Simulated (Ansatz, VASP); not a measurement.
# Li in VASP and in Ansatz

File INCAR:

```
SYSTEM = Li
PREC = Accurate
ENCUT = 600
EDIFF = 1E-6
ISMEAR = 0
SIGMA = 0.1
LREAL = .False.
LASPH = .True.
NELM = 100
ALGO = Normal
ISIF = 3
LWAVE = .False.
LCHARG = .False.
GGA = PE
IBRION = 2
NSW = 100
EDIFFG = -0.01
```

File KPOINTS:

```
Automatic mesh
0
Gamma
  18 18 6
  0 0 0
```

Contents of POSCAR:

```
Li
1.0
    3.0088829570      0.0000000000      0.0000000000
   -1.5044414785      2.6057690778      0.0000000000
    0.0000000000      0.0000000000      7.7861941878
Li
3
Direct
    0.6666666667      0.3333333333      0.6763014927
    0.6666666667      0.3333333333      0.3236985073
    0.0000000000      0.0000000000      0.0000000000
```

Input for Ansatz:

```yaml
crystal:
  lattice:
    - [3.008882957, 0.0, 0.0]
    - [-1.5044414785, 2.6057690778, 0.0]
    - [0.0, 0.0, 7.7861941878]
  atoms:
    - { symbol: Li, position: [0.6666666667, 0.3333333333, 0.6763014927] }
    - { symbol: Li, position: [0.6666666667, 0.3333333333, 0.3236985073] }
    - { symbol: Li, position: [0.0, 0.0, 0.0] }
basis:
  ecutwfc: 420
kpoints:
  mp_grid: { grid: [18, 18, 6] }
hamiltonian:
  xc: pbe
scf:
  occupations: { method: gaussian, width: 0.1 }
output:
  forces: true
  stress: true
  eigenvalues: true
  write_density: true
  write_potential: true
  elf: true
  volumetric_format: npy
relax:
  adjacent_minimum: "off"
  f_tol: 0.01
  max_steps: 80
  cell: { stress_tol: 0.05 }
```

Alike in both runs: task relaxation of cell and atoms; functional PBE; k mesh 18 × 18 × 6; occupations gaussian, width 0.1 eV; no spin polarisation.

```csv
,VASP,Ansatz
version,VASP 6.6.1,Ansatz 0.2.0
potentials or method,"VASP PAW PBE potentials, release 64 (Li_sv)","scalar-relativistic, plane waves, PAW"
plane-wave cutoff (eV),600,420
valence electrons in the cell,9,9
```

```tsv
	VASP	Ansatz	Ansatz less VASP
gap on the k mesh at the Fermi level, each at its own relaxed structure (eV)	none	none	-
relaxed volume (Å³/atom)	20.14	20.32	+0.186
relaxed cell length with the largest relative difference (Å)	2.995	3.006	+0.0104
```

A gap of «none» marks a metal or a gap that the smearing closes.

Caveats: the cutoff is under 1.25 times the usual one of these potentials, so pressure, stress and relaxed cells hold a basis-set (Pulay) error (VASP).
